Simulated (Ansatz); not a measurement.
## Relaxing GaP in the rocksalt type

First guess:

```xyz
2
Lattice="0.0000 2.3472 2.3472 2.3472 0.0000 2.3472 2.3472 2.3472 0.0000" Properties=species:S:1:pos:R:3 pbc="T T T"
Ga    0.0000    0.0000    0.0000
P     2.3472    2.3472    2.3472
```

Theory: Ansatz 0.2.0, DFT, PBE, PAW with Ansatz's default frozen-core files, scalar-relativistic.

Cell and atoms relax within the symmetry of the start on a 12×12×12 k mesh with 0.05 eV Fermi–Dirac smearing.

The start is built from a prototype, known or not as a phase of this compound; the cutoff is 420 eV.

Task: What is the pressure of the first guess?

Result: 47.2 GPa.

Task: What does it relax to?

Result: a = 5.161 Å, b = 5.161 Å, c = 5.161 Å, α = 90.00°, β = 90.00°, γ = 90.00° (conventional cell), 17.18 Å³ per atom:
```xyz
2
Lattice="0.0000 2.5805 2.5805 2.5805 0.0000 2.5805 2.5805 2.5805 0.0000" Properties=species:S:1:pos:R:3 pbc="T T T"
Ga    0.0000    0.0000    0.0000
P     2.5805    2.5805    2.5805
```

Task: How much energy does the relaxation release?

Result: 483 meV/atom.
